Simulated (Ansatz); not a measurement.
**BAs (honeycomb bilayer): converging the G0W0 gap**

Aim: see how the G0W0 gap of BAs (honeycomb bilayer) on PBE moves with empty bands and screening cutoff, and what each rung costs.

Main program and level: Ansatz 0.2.0; G0W0 on PBE, plane waves, PAW; PAW set soft_1.

### 1. Set-up

The cell holds 4 atoms: 2 B and 2 As. Its edges and angles: a = 3.372 Å, b = 3.372 Å, c = 30.500 Å, α = 90.0°, β = 90.0°, γ = 120.0°. Regions: layer 1 (BAs-hc), 2 atoms (1 B and 1 As); layer 2 (BAs-hc), 2 atoms (1 B and 1 As). Vacuum lies along c.

The structure was relaxed with PBE-D3(BJ). The runs that relaxed it are not among those shown. The Coulomb interaction is cut off across the vacuum.

### 2. 179 empty bands, screening to 41 eV

Now the one-shot GW correction: screening in the RPA, then the self-energy of the levels asked for. This step takes PAW set soft_1 files.

Input file input.yaml:

```yaml
crystal:
  lattice:
    - [3.3724150749, 0.0, 0.0]
    - [-1.6862075375, 2.920597127, 0.0]
    - [0.0, 0.0, 30.5]
  atoms:
    - { symbol: B, position: [0.3333333333, 0.6666666667, 0.4401952518] }
    - { symbol: As, position: [0.6666666667, 0.3333333333, 0.4402614248] }
    - { symbol: B, position: [0.3333333333, 0.6666666667, 0.5598047482] }
    - { symbol: As, position: [0.0, 0.0, 0.5597385752] }
  periodic: [true, true, false]
kpoints:
  mp_grid: { grid: [6, 6, 1] }
hamiltonian:
  xc: pbe
  pseudopotentials: { kind: paw, azcp: { folder: soft_1 } }
scf:
  occupations: { method: fixed }
gw:
  n_empty_bands: 179
  ecut_chi: 41
  qp_bands: [v2, c2]
  qp_kpoints: band_edges
  screening: { model: contour_deformation }
```

The run is started by

```console
$ ansatz run input.yaml --threads 4 --pin off --max-ram 17510MiB --backend cpu --events-out ev --progress --plain --runs-dir out
```

Numbers of over 12 decimals in the logs are rounded to 6 here.

What it wrote:

```text
Engine: ansatz 0.2.0, aarch64-unknown-linux-gnu
Pseudopotentials: kind: paw
Pseudopotential: B, paw, valence charge 3, recommended cutoff 420 eV (normal), soft_1/B.paw.azcp
Pseudopotential: As, paw, valence charge 15, recommended cutoff 420 eV (normal), soft_1/As.paw.azcp
Functional definition: PBE
  parameter kappa = 0.804
  parameter beta = 0.066725
  exchange = pbe_x(kappa = kappa, mu = beta*pi^2/3)
  correlation = pbe_c(beta = beta)
Crystal: 4 atoms, lattice volume = 300.409 Å³
Basis set: ecut = 420 eV, 5897 PW (Γ)
Bands: 22, of which v1, the nominal top of the filled ones, is band 18 counted from 1 (17 counted from 0)
Symmetry: 12 space group operations
Space group: P-3m1 (ITA 164), of the structure as read, at distance tolerance 6.7e-5 Å
k-points: 7 of 36
Non-local potential: B, projectors of the file, l = 0: 2, l = 1: 2, l = 2: 1
Non-local potential: As, projectors of the file, l = 0: 2, l = 1: 2, l = 2: 3, l = 3: 1
PAW form: soft (Blöchl's): semilocal exchange-correlation on the pseudo side does not see the compensation charge
PAW one-centre angular grid: B, 110 points (default); XC on 64 Gauss nodes
PAW one-centre angular grid: As, 590 points (default); XC on 64 Gauss nodes
Initial density: superposition of atomic densities (neutral atoms: chi_scale 0, normalization atom)
Initial wavefunctions: pseudopotential atomic-orbital guess
Functional: x = pbe(κ = 0.804, μ = 0.219515), c = pbe(β = 0.066725)
SCF iter   1: F=—  HF=-10023.900137 eV  |F-HF|=—  |Δ(HF+E_count)|=         —  Δρ=3.27e-2  dr2=4.41e0  ethr=3.10e-3  ⟨swp⟩=6.4  Hψ=721  notcnv=0  defer=13
preconditioner: auto → Resta (q_TF=auto, 1.916 Å⁻¹)  ε∞=1.8  [insulator: Δε(μ)=0.000 eV  Ē_g=9.740 eV  n_scr=18 (ndim 8)  ℏωp=8.6 eV  f_vac=0.729  ε∞_Penn≈1.8  vacuum switching on, ρ_ref=6.9e-3 e/Å³]
SCF iter   2: F=—  HF=-10022.749071 eV  |F-HF|=—  |Δ(HF+E_count)|=    1.15e0  Δρ=1.32e-2  dr2=4.81e-1  ethr=3.10e-3  ⟨swp⟩=4.0  Hψ=378  notcnv=0  defer=12
SCF iter   3: F=—  HF=-10022.645377 eV  |F-HF|=—  |Δ(HF+E_count)|=   1.04e-1  Δρ=5.89e-3  dr2=8.09e-2  ethr=1.34e-3  ⟨swp⟩=2.9  Hψ=273  notcnv=0  defer=14
SCF iter   4: F=—  HF=-10022.631078 eV  |F-HF|=—  |Δ(HF+E_count)|=   1.43e-2  Δρ=7.84e-4  dr2=1.63e-3  ethr=2.25e-4  ⟨swp⟩=3.7  Hψ=306  notcnv=0  defer=13
SCF iter   5: F=—  HF=-10022.631075 eV  |F-HF|=—  |Δ(HF+E_count)|=   2.67e-6  Δρ=2.67e-4  dr2=1.38e-4  ethr=4.54e-6  ⟨swp⟩=3.3  Hψ=357  notcnv=0  defer=14
SCF iter   6: F=—  HF=-10022.631255 eV  |F-HF|=—  |Δ(HF+E_count)|=   1.80e-4  Δρ=4.81e-5  dr2=2.61e-5  ethr=3.84e-7  ⟨swp⟩=2.9  Hψ=255  notcnv=0  defer=14
SCF iter   7: F=—  HF=-10022.631253 eV  |F-HF|=—  |Δ(HF+E_count)|=   2.59e-6  Δρ=1.53e-5  dr2=1.59e-6  ethr=7.25e-8  ⟨swp⟩=3.1  Hψ=275  notcnv=0  defer=12
SCF iter   8: F=-10022.631253 eV  HF=-10022.631253 eV  |F-HF|=4.23e-8  |Δ(HF+E_count)|=   4.11e-7  Δρ=3.94e-6  dr2=4.71e-8  ethr=2.78e-10  ⟨swp⟩=12.0  Hψ=959  notcnv=0
SCF 1 converged in 8 iterations: F = -10022.631253 eV  dr2 = 4.71e-8
  greatest PAW one-centre occupation: 0.999 electrons in one spin orbital (limit 2), on the As atom at site 3 (counted from 0), in its partial waves of l = 2
NSCF: frozen V_eff on 7 k-points
G₀W₀ screening: q 1/7
[... further progress lines ...]
SCF converged after 8 iterations
Free energy (F): -10022.631253 eV
Harris-Foulkes:  -10022.631253 eV  (|F-HF|=4.23e-8)
Internal energy: -10022.631253 eV  (E = F + TS)
E sigma→0 (E₀):  -10022.631253 eV
Fermi energy:    -4.986433 eV
--- Per-component energies (eV) ---
  E_band       = -984.591057
  E_kinetic    = 289.410188
  E_local      = -69729.909562  (includes V_loc(G=0)·N_el)
  E_nonlocal   = -768.126887
  E_hartree    = 34838.402122
  E_xc         = -203.837570
  E_vxc        = -221.233751  (∫ρ·V_xc dr)
  E_paw        = -4184.390268  (= ΣΔE_a)
  E_vpaw       = -231.544791  (= ΣTr[D̂ρ^β])
  E_aug_tail   = 0.000001  (compensation charges beyond the density's cutoff)
  E_ewald      = 29735.820722
  E_smearing   = -0.000000  (= −TS)
  E_closure    = -0.000000  (closes the sum)
  Σ components = -10022.631253   (vs F -10022.631253, Δ=0.00e0)
--- Band table (eV; the first three rows and the last of 7) ---
  k-point 0: bands = [... 14 lower, -6.4847, -6.4847, -6.4441, -6.4441, -1.2510 (-1.2511°), -1.0586 (-1.0588°), -1.0329, -0.5606]
  k-point 1: bands = [... 14 lower, -8.4304, -7.7692, -7.2101, -7.1265, -1.3570 (-1.3570°), -1.1307 (-1.1307°), -0.7030, -0.1144]
  k-point 2: bands = [... 14 lower, -8.2089, -8.1052, -7.8109, -6.6176, -2.2518, -2.1222, -1.8555, -1.2105]
  k-point 6: bands = [... 14 lower, -10.9728, -10.9728, -4.9864, -4.9864, -4.7211, -3.6627, 1.2280, 1.2280]
  ° read free of the cell's end (the report's vacuum.weakly_bound_levels)
--- G₀W₀: contour deformation, 8 samples at zero and on the imaginary axis and 2 off it, 36 q-points, 179 empty bands' worth ---
  eigenvalues of the whole cell's RPA ε∞ on this k-mesh (on a slab, of 1 + 4πα/V) = 1.1777, 165.1015, 165.1015; static W/v taken at q = 0 is 0.140459
  bands read: the sum over 197 bands ends inside a degenerate multiplet in 1 slot, whose members it reads at an even weight; the widest, k=6: bands 197 to 198 (counted from 1) at 1/2 each
  gw.qp_kpoints: band_edges: 5 of 7 stored k-points solved, in 1 pass; an edge of the gap read off the rows below is read off those points alone
    valence top: of the k-points left out ik 2 came nearest to being solved in a further pass, in band 18 (counted from 1, as in the quasiparticle table): it holds the edge there only if its correction is more favourable than any solved in that band by at least 1.532 eV; those differ by 0.167 eV
    conduction bottom: of the k-points left out ik 2 came nearest to being solved in a further pass, in band 19 (counted from 1, as in the quasiparticle table): it holds the edge there only if its correction is more favourable than any solved in that band by at least 2.469 eV; those differ by 0.317 eV
  `?` marks the rows in doubt; gw_qp.tsv's column doubts and the gw_qp event give each row's grounds
    ik  band        ε_KS         Σx   Σc(E_QP)       V_xc       Z   E_QP_lin       E_QP  E_QP is
     0    17     -6.4441   -17.6961     2.4871   -15.3857  0.6195    -6.2718    -6.2675  root
     0    18     -6.4441   -17.6961     2.4871   -15.3857  0.6195    -6.2718    -6.2675  root
     0    19     -1.2510    -6.0563    -3.7215   -10.0198  0.6376    -0.9880    -1.0090  root
     0    20     -1.0586    -6.2953    -3.7448   -10.4013  0.6354    -0.6936    -0.6974  root
     1    17     -7.2101   -17.5133     2.6932   -14.9521  0.6018    -7.0812    -7.0781  root
     1    18     -7.1265   -17.5807     2.6662   -15.0550  0.6104    -6.9892    -6.9861  root
     1    19     -1.3570    -8.7885    -4.5401   -13.8578  0.6163    -0.7666    -0.8279  root
     1    20     -1.1307    -9.0596    -4.6703   -14.2753  0.5952    -0.5215    -0.5853  root ?
     3    17     -6.2141   -13.1181     1.5301   -11.6283  0.5935    -6.1721    -6.1738  root ?
     3    18     -5.9827   -13.8198     1.6847   -12.1442  0.6063    -5.9737    -5.9735  root
     3    19     -3.5046    -7.1666    -3.5899   -10.9934  0.6171    -3.2522    -3.2677  root
     3    20     -3.2944    -8.3247    -3.3252   -11.8830  0.6199    -3.0470    -3.0613  root
     5    17     -6.6105   -13.2110     1.8034   -11.4235  0.5775    -6.5932    -6.5946  root ?
     5    18     -5.7012   -13.6753     1.4144   -12.3192  0.6149    -5.6435    -5.6429  root
     5    19     -3.3336    -7.7317    -3.4883   -11.4646  0.6157    -3.0705    -3.0891  root
     5    20     -2.7410    -7.9894    -3.7852   -12.0751  0.5885    -2.4407    -2.4403  root ?
     6    17     -4.9864   -13.6723     1.0395   -12.7103  0.6179    -4.9101    -4.9090  root
     6    18     -4.9864   -13.6723     1.0395   -12.7103  0.6179    -4.9101    -4.9090  root
     6    19     -4.7211    -7.7756    -2.8585   -10.8466  0.6256    -4.4988    -4.5086  root
     6    20     -3.6627    -7.7163    -3.4533   -11.5294  0.8852    -3.2031    -3.3029  root
```

The job ended after 32 s (4 threads of Arm Neoverse V1, shared host; peak memory 1.1 GiB; 2 min of CPU time).

Numbers from this step:

```
bands summed                                 : 197
plane waves in the screening matrix          : 181
q-points in the mesh                         : 36
G0W0 gap on the mesh                         : 0.4003 eV
k of the valence top                         : 0.3333, 0.3333, 0
k of the conduction bottom                   : 0.3333, 0.3333, 0
starting gap on the mesh                     : 0.2653 eV
Z at the valence top                         : 0.6179
Z at the conduction bottom                   : 0.6256
least direct G0W0 gap on the computed points : 0.4003 eV
```

The gap on the mesh goes from 0.27 eV to 0.40 eV, a correction of +0.14 eV. Between the two edge states, bare exchange in place of the xc potential would open the gap by 4.03 eV, and correlation takes back 3.90 eV.

### 3. 443 empty bands, screening to 75 eV

Bands and screening cutoff are moved together, since each hides the error of the other.

input.yaml: that of step 2 with these lines changed.

```diff
@@ -18,5 +18,6 @@
   occupations: { method: fixed }
+  convergence: { dr2_threshold: 1.0e-10 }
 gw:
-  n_empty_bands: 179
-  ecut_chi: 41
+  n_empty_bands: 443
+  ecut_chi: 75.0
   qp_bands: [v2, c2]
```

What it wrote:

```text
[...]
Crystal: 4 atoms, lattice volume = 300.409 Å³
Basis set: ecut = 420 eV, 5897 PW (Γ)
Bands: 22, of which v1, the nominal top of the filled ones, is band 18 counted from 1 (17 counted from 0)
[... 1 set-up line as in the run before ...]
[...]
k-points: 7 of 36
[...]
SCF iter   1: F=—  HF=-10023.900137 eV  |F-HF|=—  |Δ(HF+E_count)|=         —  Δρ=3.27e-2  dr2=4.41e0  ethr=3.10e-3  ⟨swp⟩=6.4  Hψ=721  notcnv=0  defer=13
[...]
SCF iter  10: F=-10022.631253 eV  HF=-10022.631253 eV  |F-HF|=2.00e-11  |Δ(HF+E_count)|=  9.60e-10  Δρ=1.01e-7  dr2=2.56e-11  ethr=1.00e-12  ⟨swp⟩=12.9  Hψ=869  notcnv=0
SCF 1 converged in 10 iterations: F = -10022.631253 eV  dr2 = 2.56e-11
[...]
NSCF: frozen V_eff on 7 k-points
G₀W₀ screening: q 1/7
[... further progress lines ...]
SCF converged after 10 iterations
Free energy (F): -10022.631253 eV
[...]
Internal energy: -10022.631253 eV  (E = F + TS)
E sigma→0 (E₀):  -10022.631253 eV
Fermi energy:    -4.986431 eV
[...]
--- Band table (eV; the first three rows and the last of 7) ---
  k-point 0: bands = [... 14 lower, -6.4847, -6.4847, -6.4441, -6.4441, -1.2509 (-1.2510°), -1.0585 (-1.0587°), -1.0328, -0.5605]
  k-point 1: bands = [... 14 lower, -8.4304, -7.7691, -7.2101, -7.1264, -1.3570 (-1.3570°), -1.1307 (-1.1307°), -0.7029, -0.1143]
  k-point 2: bands = [... 14 lower, -8.2089, -8.1051, -7.8109, -6.6176, -2.2517, -2.1222, -1.8554, -1.2104]
  k-point 6: bands = [... 14 lower, -10.9728, -10.9728, -4.9864, -4.9864, -4.7211, -3.6627, 1.2281, 1.2281]
  ° read free of the cell's end (the report's vacuum.weakly_bound_levels)
[...]
0    17     -6.4441   -17.6961     2.1562   -15.3857  0.6156    -6.6027    -6.5983  root
     0    18     -6.4441   -17.6961     2.1562   -15.3857  0.6156    -6.6027    -6.5983  root
     0    19     -1.2509    -6.0578    -3.8736   -10.0218  0.6327    -1.1592    -1.1606  root
     0    20     -1.0585    -6.2938    -3.9132   -10.3992  0.6418    -0.8604    -0.8664  root
     1    17     -7.2101   -17.5133     2.3920   -14.9521  0.5987    -7.3868    -7.3793  root ?
     1    18     -7.1264   -17.5807     2.3547   -15.0550  0.6073    -7.3030    -7.2975  root
     1    19     -1.3570    -8.7885    -4.7524   -13.8578  0.6115    -1.0180    -1.0400  root
     1    20     -1.1307    -9.0596    -4.8840   -14.2753  0.5927    -0.7759    -0.7989  root ?
     3    17     -6.2141   -13.1181     1.3432   -11.6284  0.5869    -6.3619    -6.3606  root ?
     3    18     -5.9827   -13.8198     1.4886   -12.1442  0.6009    -6.1777    -6.1696  root
     3    19     -3.5046    -7.1666    -3.7887   -10.9935  0.6117    -3.4663    -3.4664  root
[...]
5    17     -6.6104   -13.2110     1.6071   -11.4235  0.5624    -6.7784    -6.7909  root ?
[...]
5    20     -2.7409    -7.9893    -4.0268   -12.0752  0.5864    -2.6816    -2.6820  root ?
     6    17     -4.9864   -13.6723     0.8197   -12.7103  0.6125    -5.1331    -5.1287  root
     6    18     -4.9864   -13.6723     0.8197   -12.7103  0.6125    -5.1331    -5.1287  root
     6    19     -4.7211    -7.7756    -3.0553   -10.8466  0.6203    -4.7054    -4.7054  root
     6    20     -3.6627    -7.7163    -3.7330   -11.5295  0.7244    -3.5924    -3.5825  root
```

Run time: 2.4 min. Hardware: 4 threads; peak memory 2.6 GiB.

Numbers from this step:

```yaml
bands_summed: 461
plane_waves_in_the_screening_matrix: 469
q_points_in_the_mesh: 36
g0w0_gap_on_the_mesh: 0.4233 eV
k_of_the_valence_top: 0.3333, 0.3333, 0
k_of_the_conduction_bottom: 0.3333, 0.3333, 0
starting_gap_on_the_mesh: 0.2653 eV
z_at_the_valence_top: 0.6125
z_at_the_conduction_bottom: 0.6203
least_direct_g0w0_gap_on_the_computed_points: 0.4233 eV
```

Against the run with 6×6×1 mesh, 179 empty bands, screening to 41 eV, PAW set soft_1 files, the gap moves by +0.02 eV.

### 4. Convergence and cost

Times are wall times on 4 threads of Arm Neoverse V1, shared host, good to a factor of about two.

```
 mesh           files            frequency  bands summed  cutoff (eV)  start (eV)  G0W0 (eV)     time  host memory (GiB)
6×6×1  PAW set soft_1  contour deformation           197           41       0.265      0.400     32 s                1.1
6×6×1  PAW set soft_1  contour deformation           461           75       0.265      0.423  2.4 min                2.6
```

The parts of the quasiparticle energy at the two band edges (eV; QP = start + Σx + Σc − Vxc):

```
      run               edge  start      Σx     Σc     Vxc     Z     QP
197 bands        valence top  -4.99  -13.67   1.04  -12.71  0.62  -4.91
197 bands  conduction bottom  -4.72   -7.78  -2.86  -10.85  0.63  -4.51
461 bands        valence top  -4.99  -13.67   0.82  -12.71  0.61  -5.13
461 bands  conduction bottom  -4.72   -7.78  -3.06  -10.85  0.62  -4.71
```

### 5. Summary of results

| Property | Result |
| --- | --- |
| 197 bands, 41 eV | 0.400 eV |
| 461 bands, 75 eV | 0.423 eV |
| estimated limit in bands and cutoff | 0.44 eV |
| mesh and start | 6×6×1, PBE |

**Reading.** A line in one over the bands through the two rungs gives 0.44 eV, +0.02 eV from the top rung; with two points alone it is an unchecked estimate. The rungs stand 0.04 eV (197 bands) and 0.02 eV (461 bands) from it. From 197 to 461 bands the gap moves by +0.02 eV while the time grows 4.5-fold. Σc changes by −0.22 eV at the valence top and −0.20 eV at the conduction bottom, so the levels themselves move more than the gap between them. The mesh in the plane is coarse for a sheet; gap and any exciton binding can still move on denser ones. The many-body steps are scalar-relativistic: spin-orbit coupling is not in them.

[Paths, hosts, dates, memory and timing lines, banners, echoed tables and standing remarks are left out of the program output.]

[Logs are printed without paths, hosts, clocks, repeated set-up lines and the standing remarks that a program may print on its own settings, such as how far it seeks lower states.]

[Runs of the session that timed out or met a known fault of the program may be left out.]

[Cells called generated may have been cut or substituted from an entry of the Crystallography Open Database or the Materials Project.]

[Hosts, paths, dates, database ids (printed as entryN), source tags and the programs' standing remarks are cut or masked in the printed files.]
